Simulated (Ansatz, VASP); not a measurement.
**In: VASP beside Ansatz**

```xyz
3
Lattice="3.3902 0.0000 0.0000 -1.6951 2.9319 0.0000 0.0000 0.0000 20.5323" Properties=species:S:1:pos:R:3 pbc="T T T"
In    0.0000    1.9607    7.5472
In    1.6951    0.9882   10.2662
In    0.0000    0.0156   12.9851
```

Alike in both runs: functional PBE; k mesh 12 × 12 × 1; occupations gaussian, width 0.1 eV; no spin polarisation.

Ansatz relaxed the structure, and its values are those at the end. VASP's run is a single point on that final structure, the one shown.

```csv
,VASP,Ansatz
version,VASP 6.6.1,Ansatz 0.2.0
potentials or method,"VASP PAW PBE potentials, release 64 (In_d)","scalar-relativistic, plane waves, PAW"
plane-wave cutoff (eV),520,420
valence electrons in the cell,39,39
```

```csv
,VASP,Ansatz,Ansatz less VASP
gap on the k mesh at the Fermi level (eV),none,none,-
rms of the force components (eV/Å),0.005,0.004,-0.0009
```

A gap of «none» marks a metal or a gap that the smearing closes.
